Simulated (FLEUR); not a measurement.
# SiC (Moissanite 3C) (F-43m) in FLEUR: a series of runs, part 2 of 2

FLEUR MaX-R8.1 (later development tree). Earlier steps stand in the parts before.

**3. Band structure, LDA, collinear spin, ferromagnetic start (volume scaled by 1.08)**

Input file inp.xml:

```xml
<?xml version="1.0" encoding="UTF-8" standalone="no"?>
<fleurInput fleurInputVersion="0.39">
   <comment>
      SiC                                                                                                 
   </comment>
   <calculationSetup>
      <cutoffs Kmax="4.5" Gmax="22.5" GmaxXC="22.5" numbands="0"/>
      <scfLoop itmax="60" minDistance="0.00001" maxIterBroyd="15" imix="Anderson" alpha="0.05" precondParam="0.0" spinf="2.0" sdNocoIR="T"/>
      <coreElectrons ctail="T" frcor="F" kcrel="0" coretail_lmax="0"/>
      <xcFunctional name="vwn" relativisticCorrections="F"/>
      <magnetism jspins="2"/>
      <soc l_soc="F" theta="0.0" phi="0.0" spav="F"/>
      <expertModes spex="0" secvar="F"/>
      <geometryOptimization l_f="F" forcealpha="1.0" forcemix="BFGS" epsdisp="0.00001" epsforce="0.00001"/>
      <ldaU l_linMix="F" mixParam="0.05" spinf="1.0"/>
   </calculationSetup>
   <cell>
      <bzIntegration valenceElectrons="16.0" mode="hist" fermiSmearingEnergy="0.00073499">
         <kPointListSelection listName="default-1"/>
         <!-- k-points included here -->
         <xi:include xmlns:xi="http://www.w3.org/2001/XInclude" href="kpts.xml"> </xi:include>
      </bzIntegration>
      <!-- symmetry operations included here -->
      <xi:include xmlns:xi="http://www.w3.org/2001/XInclude" href="sym.xml"> </xi:include>
      <bulkLattice scale="1.0">
         <bravaisMatrix>
            <row-1>    0.0000000000000000     4.2247143425821303     4.2247143425821303</row-1>
[... 30 lines left out ...]
         <energyParameters s="2" p="2" d="3" f="4"/>
         <lo type="SCLO" l="0" n="2" eDeriv="2"/>
         <lo type="SCLO" l="1" n="2" eDeriv="2"/>
         <lo type="SCLO" l="2" n="3" eDeriv="2"/>
      </species>
   </atomSpecies>
   <atomGroups>
      <atomGroup species="Silicon (S.501">
         <relPos label="                   1">.0000000000 .0000000000 .0000000000</relPos>
         <force calculate="T" relaxXYZ="TTT"/>
      </atomGroup>
      <atomGroup species="Carbon (C)">
         <relPos label="                   2">-1.000/4.000 -1.000/4.000 -1.000/4.000</relPos>
         <force calculate="T" relaxXYZ="TTT"/>
      </atomGroup>
   </atomGroups>
   <output dos="F" band="F" slice="F">
      <checks vchk="F" cdinf="F"/>
      <bandDOS minEnergy="-.5*Htr" maxEnergy="0.5*Htr" sigma="0.015" storeEVData="T"/>
      <vacuumDOS vacdos="F" integ="F" star="F" nstars="0" locx1="0.0" locy1="0.0" locx2="0.0" locy2="0.0" nstm="0" tworkf="0.0"/>
      <unfoldingBand unfoldBand="F" supercellX="1" supercellY="1" supercellZ="1"/>
      <plotting iplot="0" polar="F">
         <plot TwoD="T" vec1="  1.0  0.0  0.0" vec2="  0.0  1.0  0.0" vec3="  0.0  0.0  1.0" zero="  0.0  0.0  0.0" file="plot"/>
      </plotting>
      <chargeDensitySlicing numkpt="0" minEigenval="0.0" maxEigenval="0.0" nnne="0" pallst="F"/>
      <specialOutput eonly="F"/>
      <moessbauerParams electricFieldGradient="T" isomerShift="T" coreHyperfine="T" valenceHyperfine="T"/>
      <magneticCircularDichroism mcd="F" energyLo="-10.0" energyUp="0.0"/>
   </output>
  <!-- We include the file relax.xml here to enable relaxations (see documentation) -->
  <xi:include xmlns:xi="http://www.w3.org/2001/XInclude" href="relax.xml"> <xi:fallback/> </xi:include>
</fleurInput>
```

Input file crystal.txt:

```
SiC
&input cartesian=F /
0.0000000000  2.2356225527  2.2356225527
2.2356225527  0.0000000000  2.2356225527
2.2356225527  2.2356225527  0.0000000000
1.8897261246
1.0 1.0 1.0

2
14 0.0000000000  0.0000000000  0.0000000000 : 0.501
6 0.7500000000  0.7500000000  0.7500000000

&kpt div1=10 div2=10 div3=10 gamma=T /
```

Input file inp.xml (bands):

```
<?xml version="1.0" encoding="UTF-8" standalone="no"?>
<fleurInput fleurInputVersion="0.39">
   <comment>
      SiC                                                                                                 
   </comment>
   <calculationSetup>
      <cutoffs Kmax="4.5" Gmax="22.5" GmaxXC="22.5" numbands="0"/>
      <scfLoop itmax="60" minDistance="0.00001" maxIterBroyd="15" imix="Anderson" alpha="0.05" precondParam="0.0" spinf="2.0" sdNocoIR="T"/>
      <coreElectrons ctail="T" frcor="F" kcrel="0" coretail_lmax="0"/>
      <xcFunctional name="vwn" relativisticCorrections="F"/>
      <magnetism jspins="2"/>
      <soc l_soc="F" theta="0.0" phi="0.0" spav="F"/>
      <expertModes spex="0" secvar="F"/>
      <geometryOptimization l_f="F" forcealpha="1.0" forcemix="BFGS" epsdisp="0.00001" epsforce="0.00001"/>
      <ldaU l_linMix="F" mixParam="0.05" spinf="1.0"/>
   </calculationSetup>
   <cell>
      <bzIntegration valenceElectrons="16.0" mode="hist" fermiSmearingEnergy="0.00073499">
         <kPointListSelection listName="path-1"/>
         <!-- k-points included here -->
         <xi:include xmlns:xi="http://www.w3.org/2001/XInclude" href="kpts.xml"> </xi:include>
      </bzIntegration>
      <!-- symmetry operations included here -->
      <xi:include xmlns:xi="http://www.w3.org/2001/XInclude" href="sym.xml"> </xi:include>
      <bulkLattice scale="1.0">
[... 30 lines left out ...]
            <stateOccupation state="(2p3/2)" spinUp="0.666667" spinDown="0.666667"/>
         </electronConfig>
         <energyParameters s="2" p="2" d="3" f="4"/>
         <lo type="SCLO" l="0" n="2" eDeriv="2"/>
         <lo type="SCLO" l="1" n="2" eDeriv="2"/>
         <lo type="SCLO" l="2" n="3" eDeriv="2"/>
      </species>
   </atomSpecies>
   <atomGroups>
      <atomGroup species="Silicon (S.501">
         <relPos label="                   1">.0000000000 .0000000000 .0000000000</relPos>
         <force calculate="T" relaxXYZ="TTT"/>
      </atomGroup>
      <atomGroup species="Carbon (C)">
         <relPos label="                   2">-1.000/4.000 -1.000/4.000 -1.000/4.000</relPos>
         <force calculate="T" relaxXYZ="TTT"/>
      </atomGroup>
   </atomGroups>
   <output dos="F" band="T" slice="F">
      <checks vchk="F" cdinf="F"/>
      <bandDOS minEnergy="-.5*Htr" maxEnergy="0.5*Htr" sigma="0.015" storeEVData="T"/>
      <vacuumDOS vacdos="F" integ="F" star="F" nstars="0" locx1="0.0" locy1="0.0" locx2="0.0" locy2="0.0" nstm="0" tworkf="0.0"/>
      <unfoldingBand unfoldBand="F" supercellX="1" supercellY="1" supercellZ="1"/>
      <plotting iplot="0" polar="F">
         <plot TwoD="T" vec1="  1.0  0.0  0.0" vec2="  0.0  1.0  0.0" vec3="  0.0  0.0  1.0" zero="  0.0  0.0  0.0" file="plot"/>
      </plotting>
      <chargeDensitySlicing numkpt="0" minEigenval="0.0" maxEigenval="0.0" nnne="0" pallst="F"/>
      <specialOutput eonly="F"/>
      <moessbauerParams electricFieldGradient="T" isomerShift="T" coreHyperfine="T" valenceHyperfine="T"/>
      <magneticCircularDichroism mcd="F" energyLo="-10.0" energyUp="0.0"/>
   </output>
  <!-- We include the file relax.xml here to enable relaxations (see documentation) -->
  <xi:include xmlns:xi="http://www.w3.org/2001/XInclude" href="relax.xml"> <xi:fallback/> </xi:include>
</fleurInput>
```

Potentials or basis: all-electron, FLAPW.

Run with:

```console
> inpgen -f crystal.txt -profile moderate
> # inp.xml edited to the form shown
> fleur_MPI
> fleur_MPI   # second run, on inp.xml (bands)
```

Log:

```text
Welcome to FLEUR        (www.flapw.de)
      MaX-Release 8.1          (www.max-centre.eu)

 ========== k-point set info ==========
 Selected k-point list: default-1
 k-point list type: mesh
 10 x 10 x 10
 Number of k points: 47

 ------------Calculation Setup---------------------------
 Number of MPI-tasks      :            1
 Number of PE/node        :            1
 Number of OMP-threads    :            1
 Most efficient MPI parallelization for:
           1          47
 Additional eigenvalue parallelization possible
 Number of basis functions:          315
 Approximate size of matrices (H+S) per k-point:         0.003 GB
 --------------------------------------------------------
 Iteration:     1   Distance:      22.56831100 me/bohr^3
 Iteration:     2   Distance:      20.00698295 me/bohr^3
 Iteration:     3   Distance:       7.92435195 me/bohr^3
 Iteration:     4   Distance:       4.46812461 me/bohr^3
 Iteration:     5   Distance:       0.91465044 me/bohr^3
 Iteration:     6   Distance:       0.18400567 me/bohr^3
 Iteration:     7   Distance:       0.16265958 me/bohr^3
 Iteration:     8   Distance:       0.04064528 me/bohr^3
 Iteration:     9   Distance:       0.03680411 me/bohr^3
 Iteration:    10   Distance:       0.00603842 me/bohr^3
 Iteration:    11   Distance:       0.00769206 me/bohr^3
 Iteration:    12   Distance:       0.00083238 me/bohr^3
 Iteration:    13   Distance:       0.00009728 me/bohr^3
 Iteration:    14   Distance:       0.00002719 me/bohr^3
 Iteration:    15   Distance:       0.00000737 me/bohr^3

 ********************************************************************
 Run finished successfully
 Stop message:
   all done
 ********************************************************************
```

output (bands):

```text
Welcome to FLEUR        (www.flapw.de)
      MaX-Release 8.1          (www.max-centre.eu)

 ========== k-point set info ==========
 Selected k-point list: path-1
 k-point list type: path
 Number of k points: 60

 ------------Calculation Setup---------------------------
 Number of MPI-tasks      :            1
 Number of PE/node        :            1
 Number of OMP-threads    :            1
 Most efficient MPI parallelization for:
           1           2           3           4           5           6          10          12          15          20          30          60
 Additional eigenvalue parallelization possible
 Number of basis functions:          315
 Approximate size of matrices (H+S) per k-point:         0.003 GB
 --------------------------------------------------------
 Fermi energy correction for insulators:
 No automatic correction of the Fermi energy has been performed.

 Note: Band structure data (together with different weights) is also stored in the banddos.hdf file.
       A convenient way of extracting and plotting the data from that file is by making use of the

 ********************************************************************
 Run finished successfully
 Stop message:
   Charge density postprocessing done.
 ********************************************************************
```

out.xml (last iteration):

```text
<iteration numberForCurrentRun="   15" overallNumber="   15">
         <energyParameters units="Htr">
            <atomicEP atomType="1" spin="1" branch="3s" branchLowest="-4.56" branchHighest="2.12" value="-0.1559832367"/>
            <atomicEP atomType="1" spin="1" branch="3p" branchLowest="-2.97" branchHighest="2.58" value="0.0019696252"/>
            <atomicEP atomType="1" spin="1" branch="3d" branchLowest="-9.99" branchHighest="2.72" value="0.1802500311"/>
            <atomicEP atomType="1" spin="1" branch="4f" branchLowest="-9.99" branchHighest="5.69" value="0.3441090452"/>
            <loAtomicEP atomType="1" spin="1" branch="2s" branchLowest="-64.82" branchHighest="-4.56" value="-4.5712439751"/>
            <loAtomicEP atomType="1" spin="1" branch="2p" branchLowest="-9.99" branchHighest="-2.97" value="-2.9856097331"/>
            <loAtomicEP atomType="1" spin="1" branch="3d" branchLowest="-9.99" branchHighest="2.72" value="0.1802504914"/>
            <loAtomicEP atomType="1" spin="1" branch="4f" branchLowest="-9.99" branchHighest="5.69" value="0.3441130724"/>
            <atomicEP atomType="2" spin="1" branch="2s" branchLowest="-9.30" branchHighest="1.58" value="-0.1683106197"/>
            <atomicEP atomType="2" spin="1" branch="2p" branchLowest="-9.99" branchHighest="1.54" value="0.0564478938"/>
            <atomicEP atomType="2" spin="1" branch="3d" branchLowest="-9.99" branchHighest="5.08" value="0.2826209200"/>
            <atomicEP atomType="2" spin="1" branch="4f" branchLowest="-9.99" branchHighest="8.59" value="0.4429386198"/>
            <loAtomicEP atomType="2" spin="1" branch="2s" branchLowest="-9.30" branchHighest="1.58" value="-0.1683106197"/>
            <loAtomicEP atomType="2" spin="1" branch="2p" branchLowest="-9.99" branchHighest="1.54" value="0.0564220434"/>
            <loAtomicEP atomType="2" spin="1" branch="3d" branchLowest="-9.99" branchHighest="5.08" value="0.2826215305"/>
            <atomicEP atomType="1" spin="2" branch="3s" branchLowest="-4.56" branchHighest="2.12" value="-0.1559832360"/>
            <atomicEP atomType="1" spin="2" branch="3p" branchLowest="-2.97" branchHighest="2.58" value="0.0019696258"/>
            <atomicEP atomType="1" spin="2" branch="3d" branchLowest="-9.99" branchHighest="2.72" value="0.1802500317"/>
            <atomicEP atomType="1" spin="2" branch="4f" branchLowest="-9.99" branchHighest="5.69" value="0.3441090458"/>
            <loAtomicEP atomType="1" spin="2" branch="2s" branchLowest="-64.82" branchHighest="-4.56" value="-4.5712439752"/>
            <loAtomicEP atomType="1" spin="2" branch="2p" branchLowest="-9.99" branchHighest="-2.97" value="-2.9856097332"/>
[... 88 lines left out ...]
            <electricFieldGradient atomType="2" VXX="0.00000" VYY="0.00000" VZZ="0.00000" asymParam="0.00000">
            </electricFieldGradient>
         </moessbauerParams>
         <totalEnergy                                    value="     -326.8753405379" units="Htr">
            <sumOfEigenvalues                            value="     -174.6085005598">
               <coreElectrons value="-148.2477686862"/>
               <valenceElectrons value="-26.3607318736"/>
            </sumOfEigenvalues>
            <densityCoulombPotentialIntegral value="-468.5269934549"/>
            <densityEffectivePotentialIntegral value="-501.4924273372"/>
            <chargeDenXCDenIntegral value="-24.9708382669"/>
            <FockExchangeEnergyValence value="0.0000000000"/>
            <FockExchangeEnergyCore value="0.0000000000"/>
            <atomTypeDependentContributions atomType="1">
               <electronNucleiInteractionDifferentMTs value="338.7183439865"/>
               <MadelungTerm value="-10.2012637234"/>
            </atomTypeDependentContributions>
            <atomTypeDependentContributions atomType="2">
               <electronNucleiInteractionDifferentMTs value="42.6204170070"/>
               <MadelungTerm value="-2.9849076042"/>
            </atomTypeDependentContributions>
            <tkbTimesEntropy value="0.0000000000"/>
            <freeEnergy value="-326.8753405379"/>
            <extrapolationTo0K value="-326.8753405379"/>
         </totalEnergy>
         <densityConvergence units="me/bohr^3">
            <chargeDensity spin="1" distance="0.0000044205"/>
            <chargeDensity spin="2" distance="0.0000032525"/>
            <overallChargeDensity distance="0.0000073729"/>
            <spinDensity distance="0.0000024249"/>
         </densityConvergence>
      </iteration>
```

Wall time 45 s (1 thread of Intel Xeon Platinum 8488C (Sapphire Rapids), shared host); peak memory 0.09 GiB.

What came out:

| Property | Result |
| --- | --- |
| Free energy | -8894.7311 eV |
| Band gap on the k mesh | 1.38 eV, indirect (least direct gap 4.42 eV) |
| Band gap along the path | 1.38 eV, indirect (least direct gap 4.42 eV) |
| Net moment | 0.00 μB per cell |
| Valence electrons inside the program's atomic spheres | Si 9.36; C 2.69 (radii Si 1.82, C 1.57 bohr) |

Levels at the corners of the path, in eV from the valence-band top:
Spin up:
```tsv
point	band 5	band 6	band 7	band 8	band 9	band 10	band 11	band 12	band 13
Γ	-14.73	0.00	0.00	0.00	5.38	6.70	6.70	6.70	14.02
X	-9.99	-7.58	-3.04	-3.04	1.38	3.93	12.96	12.96	13.57
W	-9.78	-6.93	-4.68	-4.42	5.03	8.53	8.75	9.29	13.13
K	-10.00	-7.12	-5.21	-2.49	2.97	7.20	11.05	11.50	12.01
Γ	-14.73	0.00	0.00	0.00	5.38	6.70	6.70	6.70	14.02
L	-11.39	-8.14	-1.03	-1.03	4.70	6.84	6.84	9.49	15.05
U	-10.00	-7.12	-5.21	-2.49	2.97	7.20	11.05	11.50	12.01
W	-9.78	-6.93	-4.68	-4.42	5.03	8.53	8.75	9.29	13.13
L	-11.39	-8.14	-1.03	-1.03	4.70	6.84	6.84	9.49	15.05
K	-10.00	-7.12	-5.21	-2.49	2.97	7.20	11.05	11.50	12.01
U	-10.00	-7.12	-5.21	-2.49	2.97	7.20	11.05	11.50	12.01
X	-9.99	-7.58	-3.04	-3.04	1.38	3.93	12.96	12.96	13.57
```
Spin down:
```tsv
point	band 6	band 7	band 8	band 9	band 10	band 11
Γ	0.00	0.00	0.00	5.38	6.70	6.70
X	-7.58	-3.04	-3.04	1.38	3.93	12.96
W	-6.93	-4.68	-4.42	5.03	8.53	8.75
K	-7.12	-5.21	-2.49	2.97	7.20	11.05
Γ	0.00	0.00	0.00	5.38	6.70	6.70
L	-8.14	-1.03	-1.03	4.70	6.84	6.84
U	-7.12	-5.21	-2.49	2.97	7.20	11.05
W	-6.93	-4.68	-4.42	5.03	8.53	8.75
L	-8.14	-1.03	-1.03	4.70	6.84	6.84
K	-7.12	-5.21	-2.49	2.97	7.20	11.05
U	-7.12	-5.21	-2.49	2.97	7.20	11.05
X	-7.58	-3.04	-3.04	1.38	3.93	12.96
```

Core levels (eV from the Fermi level):
```csv
atom,levels
1 Si,1s1/2 -1771.9
2 C,1s1/2 -261.1
```
